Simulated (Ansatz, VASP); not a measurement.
MgB2 in VASP and in Ansatz

```
Mg B
1.0
     3.08500    0.00000    0.00000
    -1.54250    2.67169    0.00000
     0.00000    0.00000    3.52300
Mg B
1 2
Direct
  0.00000 0.00000 0.00000
  0.33333 0.66667 0.50000
  0.66667 0.33333 0.50000
```

Alike in both runs: task relaxation of cell and atoms; functional r2SCAN; k mesh 12 × 12 × 9; occupations fermi-dirac, width 0.1 eV; no spin polarisation.

|  | VASP | Ansatz |
| --- | --- | --- |
| version | VASP 6.6.1 | Ansatz 0.2.0 |
| potentials or method | VASP PAW PBE potentials, release 64 (Mg, B) | PAW plane waves |
| plane-wave cutoff (eV) | 600 | 500 |
| valence electrons in the cell | 8 | 16 |

```tsv
	VASP	Ansatz	Ansatz less VASP
gap on the k mesh at the Fermi level, each at its own relaxed structure (eV)	none	none	-
relaxed volume (Å³/atom)	9.51	9.55	+0.037
relaxed cell length with the largest relative difference (Å)	3.499	3.509	+0.0101
energy change over the relaxation (meV/atom)	-1	-1	+0.5
```

A gap of «none» marks a metal or a gap that the smearing closes. The two sets of potentials don't hold the same shells in valence.

Caveats: the PAW data sets were made with another functional, which shifts forces and pressure a little (VASP).
